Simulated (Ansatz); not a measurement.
Crystal: TePt.

```
Pt Te
1.0
     3.95488    0.00000    0.00000
    -1.97744    3.42502    0.00000
     0.00000    0.00000    3.85976
Pt Te
1 1
Cartesian
  0.0000 0.0000 0.0000
  1.9774 1.1417 1.9299
```

Measurements of this composition are mostly on another form, of space group No. 166.

* Program: Ansatz 0.2.0
* Task: relaxation of cell and atoms
* Functional: PBE0
* Potentials or basis: Ansatz PAW
* Cutoff: 420 eV (not typed: the program's choice for these potentials)
* k mesh: 4 × 4 × 4
* Occupations: fermi-dirac, width 0.05 eV
* Spin: no spin polarisation

At the start: volume 26.14 Å³/atom.

Question: How do energy, volume and symmetry change on relaxing?

Answer: It ends after 6 steps and the volume is 21.86 Å³/atom (-16.4 %); space group P-6m2 (No. 187, to 0.05 Å).

Step by step:
| step | energy change (eV) | largest force (eV/Å) | volume (Å³) |
| --- | --- | --- | --- |
| 1 | 0.0000 | 0.0000 | 52.28 |
| 2 | -0.4405 | 0.0000 | 46.80 |
| 3 | -0.5556 | 0.0000 | 43.13 |
| 4 | -0.5609 | 0.0000 | 43.84 |
| 5 | -0.5614 | 0.0000 | 43.73 |
| 6 | -0.5587 | 0.0000 | 43.73 |

Final structure:
```yaml
crystal:
  lattice:
    - [3.83155, 0.00000, 0.00000]
    - [-1.91578, 3.31822, 0.00000]
    - [0.00000, 0.00000, 3.43952]
  atoms:
    - { symbol: Pt, position: [0.00000, 0.00000, 0.00000] }
    - { symbol: Te, position: [0.66667, 0.33333, 0.50000] }
```

Caveat: the k mesh is coarse (spacing up to 0.46 Å⁻¹), so the values aren't converged, least of all with exact exchange; the volume moved by over 15 % at a fixed basis, so the end points are rough; the plane-wave basis is chosen anew once the cell has moved, so the energies of steps on either side of that aren't comparable; the PAW data sets come from PBE, with cores solved anew for the run's functional, which leaves a small shift of forces and pressure.
